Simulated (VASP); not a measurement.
Here is a VASP 6.6.1 calculation.

File INCAR:

```
PREC = Accurate ; ENCUT = 520
EDIFF = 1E-6 ; ISMEAR = 0
SIGMA = 0.025 ; LREAL = F
LASPH = T ; NELM = 150
ALGO = Normal ; ISIF = 2
LWAVE = F ; LCHARG = F
ISPIN = 2 ; MAGMOM = 2
LORBIT = 11 ; LMAXMIX = 6
GGA = PE ; NBANDS = 22
```

The input KPOINTS:

```
Automatic mesh
0
Gamma
  10 10 10
```

POSCAR

```
Tm
1.0
   -1.9705499473      1.9705499473      1.9705499473
    1.9705499473     -1.9705499473      1.9705499473
    1.9705499473      1.9705499473     -1.9705499473
Tm
1
Direct
    0.0000000000      0.0000000000      0.0000000000
```

Potentials or basis: VASP PAW PBE potentials, release 64 (Tm).

Run with:

```sh
$ cat potpaw_PBE.64/Tm/POTCAR > POTCAR
$ mpirun -np 1 vasp_std > vasp.out
```

(1) Predict the net moment.

(2) What does it give for the band gap on the k mesh?

(3) Estimate the pressure.

Answers

(1) 1.13 μB per cell.

(2) none (metal or under the smearing width).

(3) 2.4 GPa.

Caveat: the magnetic or orbital state may not be the lowest; spin-orbit coupling is left out, which moves the levels of the heavy elements.
